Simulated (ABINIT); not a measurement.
Wanted: the native input for an ABINIT 10.8.3 (patched build) run.

| Property | Result |
| --- | --- |
| Task | single point |
| Functional | PBE |
| Potentials or basis | JTH PAW PBE v2.0 |
| Cutoff | 544 eV |
| k mesh | 10 × 10 × 3 |
| Occupations | fermi-dirac, width 0.05 eV |
| Spin | no spin polarisation |
| Fine-grid cutoff | 1088.46 eV |
| Exchange and correlation inside the PAW spheres | full angular mesh (pawxcdev 0, this build's default; the released program takes 1) |

MoS2:

```
Mo S
1.0
     3.16900    0.00000    0.00000
    -1.58450    2.74443    0.00000
     0.00000    0.00000   12.32400
Mo S
2 4
Direct
  0.68274 0.33982 0.75201
  0.33925 0.65234 0.25137
  0.66681 0.34133 0.37882
  0.32838 0.64731 0.87916
  0.67197 0.34127 0.12367
  0.34598 0.67013 0.62281
```

The cell isn't the ideal one: atoms moved at random, drawn with an rms of 0.05 Å.

One way to write it, as run:

run.abi

```
# Pseudopotentials
pp_dirpath "./"
pseudos "Mo.GGA_PBE-JTH.xml, S.GGA_PBE-JTH.xml"

# Structure
acell 3*1.0
rprim
     5.9885420889     0.0000000000     0.0000000000
    -2.9942710445     5.1862295807     0.0000000000
     0.0000000000     0.0000000000    23.2889847599
ntypat 2
znucl 42 16
natom 6
typat 1 1 2 2 2 2
xred
     0.6827430000     0.3398180000     0.7520050000
     0.3392490000     0.6523370000     0.2513720000
     0.6668130000     0.3413290000     0.3788180000
     0.3283820000     0.6473120000     0.8791640000
     0.6719700000     0.3412700000     0.1236710000
     0.3459790000     0.6701320000     0.6228060000
chkprim 0
chksymtnons 0
tolsym 1.0e-6

# Plane-wave basis
ecut 20.0
pawecutdg 40.0

# k points
kptopt 1
ngkpt 10 10 3
nshiftk 1
shiftk 0.0 0.0 0.0

# Exchange and correlation
ixc 11

# Bands and occupations
nband 32
occopt 3
tsmear 0.00183747

# SCF cycle
nstep 100
tolvrs 1.0e-9

# Output
iomode 3
prtwf 0
prtden 0
prteig 0
prtebands 0
enunit 1
```

Potentials or basis: JTH PAW PBE v2.0.

Launch:

```console
$ abinit run.abi > log 2>&1
```

Results of the run:

```json
{
 "Pressure": "1.3 GPa",
 "Largest force": "1.497 eV/Å",
 "Band gap on the k mesh": "0.91 eV, indirect (least direct gap 1.75 eV)",
 "Valence electrons inside the program's atomic spheres": "Mo 11.26, 11.27; S 3.59, 3.60, 3.58"
}
```

Caveat: an odd mesh through Γ misses points on the zone boundary, where band edges often lie.

Run time: 13 min on 1 thread of Arm Neoverse V2 (shared host), peak memory 0.5 GiB.
